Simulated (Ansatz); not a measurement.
**Structure search for NbAs**

All numbers below come from DFT PBE, scalar-relativistic, plane waves, PAW (Ansatz 0.2.0). All cells share a 420 eV cutoff and Γ-centred k meshes spaced at most about 0.3 Å⁻¹ (about 0.25 or finer for metals, 2π included). No spin polarisation.

The zero of energy is the elements' standard structures at the same level; no fitted shifts are applied.

All energies are static (0 K, no zero-point motion). Larger cells and other orderings weren't all tried, so the list isn't exhaustive. For metals, differences of a few meV/atom aren't resolved. The reference form of As is held partly by dispersion forces, which this level lacks.

Invented guesses and database cells were relaxed alike, and ends that match in structure were merged. ΔE counts from the first row. Coordination counts As atoms around Nb (those within 1.25 times the shortest such distance or 1.15 times the sum of covalent radii). The ends were matched against large subsets of the Crystallography Open Database and the Materials Project, so a missing match doesn't prove that a structure is unreported.

```csv
#,reached from,type and space group,atoms,Å³/atom,coordination,ΔE (meV/atom),gap on mesh (eV),in databases
1,a cell as deposited in COD,I4_1md (No. 109),4,17.7,Nb 6,0,0.00,COD
2,"a relaxed cell, shaken at random and relaxed again","tungsten carbide, P-6m2 (No. 187)",2,17.7,Nb 6,7,0.00,no match
3,"MgZn type (Pm-3m) distorted into a subgroup, changed on relaxing","caesium chloride, Pm-3m (No. 221)",2,16.7,Nb 8,259,0.00,no match
4,rock salt type (Fm-3m),"rock salt, Fm-3m (No. 225)",2,18.3,Nb 6,449,0.00,no match
5,close-packed anion layers stacked AB,P6_3mc (No. 186),4,21.0,Nb 4,781,0.00,no match
6,ordered vacancies on the anion sites of cadmium iodide,P-3m1 (No. 164),4,20.1,Nb 3,873,0.00,no match
7,zinc blende type (F-43m),"zinc blende, F-43m (No. 216)",2,24.6,Nb 4,986,0.00,-
```

The lowest: Space group I4_1md (No. 109), tetragonal, a = 3.473 Å, c = 11.750 Å. Nb has 6 As at 2.63–2.64 Å; around As lie 6 Nb at 2.63–2.64 Å. Its energy over the elements is −0.69 eV/atom. It is a structure that the Crystallography Open Database (COD) lists.

```
Nb As
1.0
    -1.73668    1.73668    5.87520
     1.73668   -1.73668    5.87520
     1.73668    1.73668   -5.87520
Nb As
2 2
Direct
  0.49890 0.49890 0.00000
  0.24890 0.74890 0.50000
  0.91710 0.91710 0.00000
  0.66710 0.16710 0.50000
```

The second: Space group P-6m2 (No. 187), hexagonal, a = 3.424 Å, c = 3.489 Å. Around Nb lie 6 As at 2.64 Å; As has 6 Nb at 2.64 Å. Counting As atoms around Nb, the first and the second both have Nb 6. Cells relaxed within their symmetry can be saddle points.

```cif
data_structure
_symmetry_space_group_name_H-M 'P 1'
_symmetry_Int_Tables_number 1
_cell_length_a 3.4244
_cell_length_b 3.4244
_cell_length_c 3.4885
_cell_angle_alpha 90.000
_cell_angle_beta 90.000
_cell_angle_gamma 120.000
_cell_volume 35.43
loop_
_atom_site_label
_atom_site_type_symbol
_atom_site_fract_x
_atom_site_fract_y
_atom_site_fract_z
_atom_site_occupancy
Nb1 Nb 0.66667 0.33333 0.50000 1
As1 As 0.33333 0.66667 0.00000 1
```

Some candidate types were left out of the draw beforehand, so a known form may be missing.

The search places the known polar tetragonal form of NbAs lowest, with the tungsten carbide type almost level with it. Both build Nb into trigonal prisms of As, with nearly equal bond lengths and the same volume per atom, so they differ mainly in how the prisms are linked, which explains the small energy gap.

Coordination number alone doesn't set the order: rock salt also has six As around Nb, yet lies 449 meV/atom up, above even eight-coordinate caesium chloride. The preference for prisms over octahedra probably reflects the few d electrons left on Nb, which can occupy states stabilised by Nb–As hybridisation and Nb–Nb bonding. The open three- and four-coordinate structures lie highest, as expected when a metallic, partly covalent compound gives up bonds.

The zero gap of the lowest form fits the known Weyl semimetal, but the Weyl nodes themselves depend on spin-orbit splitting of the band crossings. The negative energy over the elements leaves open whether NbAs is stable against decomposition into neighbouring compounds such as NbAs₂.
